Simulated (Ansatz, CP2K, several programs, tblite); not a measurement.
## PtSe2 (rutile): methods side by side

PtSe2 (rutile), relaxed with r2SCAN in Ansatz, was computed with several methods. It is tetragonal, P4_2/mnm (No. 136); conventional cell a = 5.746 Å, c = 3.981 Å, 21.91 Å³ an atom. Around Pt lie 6 Se at 2.51–2.52 Å; around Se lie 3 Pt at 2.51–2.52 Å. All values are calculated for a non-magnetic cell, which may be hypothetical.

```
Pt Se
1.0
     5.74650    0.00000    0.00000
     0.00000    5.74650    0.00000
     0.00000    0.00000    3.98136
Pt Se
2 4
Direct
  0.00000 0.00000 0.00000
  0.50000 0.50000 0.50000
  0.30923 0.30923 0.00000
  0.19077 0.80923 0.50000
  0.80923 0.19077 0.50000
  0.69077 0.69077 0.00000
```

Gaps and times are for a single point on this cell; volume and bulk modulus come from each method's own relaxation or energy curve at fixed shape, which is too stiff where a cell has free coordinates or axes. Times are rough, from shared hosts (Arm Neoverse V2), and each method has its own mesh and cell size. A double dagger marks a value from a curve with shape and coordinates held. GFN1-xTB (tblite), GFN2-xTB (tblite) treat a cluster of cells at its zone centre, which samples few k points: where these miss a band edge, the gap comes out too large for that reason alone. Gaps from k meshes are read at a limited set of points (mesh, symmetry points, PBE's band edges), so each method's own least gap may be somewhat smaller. xTB and the PM methods were fitted mostly to molecules, and can miss a solid's gap by electronvolts. Minimal bases can be far off for gaps. d marks a direct gap, i an indirect one (no mark: not told apart), a dash a value that wasn't computed or didn't pass its checks.

```tsv
method	kind	gap (eV)	own volume (Å³/atom)	bulk modulus (GPa)	atoms computed	processor time
light PBE (260 eV, its own mesh)	light plane-wave	overlap 0.56	–	–	6	2.2 s
GFN1-xTB (tblite)	tight binding	0.04	21.62‡	102‡	72	4 s
PBE/SZV (CP2K)	small basis	overlap 0.47	–	–	6	7 s
GFN2-xTB (tblite)	tight binding	0	23.40‡	62‡	72	7.8 s
PBE	semilocal	overlap 0.56	22.48	99‡	6	11 s
PBE/DZVP (CP2K)	small basis	overlap 0.55	22.63‡	99‡	6	23 s
r2SCAN	semilocal	overlap 0.54	21.91	107‡	6	30 s
```

Volumes against r2SCAN's: PBE +2.6 %.

Runs without a result: PM7 (MOPAC) (single point, out of time).

With PBE and r2SCAN the bands overlap or touch, or nearly. Semilocal functionals can close a real gap, so this doesn't show a metal; small gaps of other methods may in turn close between the points read or with spin-orbit coupling, and the solid may be a semimetal.

Spin-orbit coupling is left out, which matters wherever the heavy atoms make up the band edges.
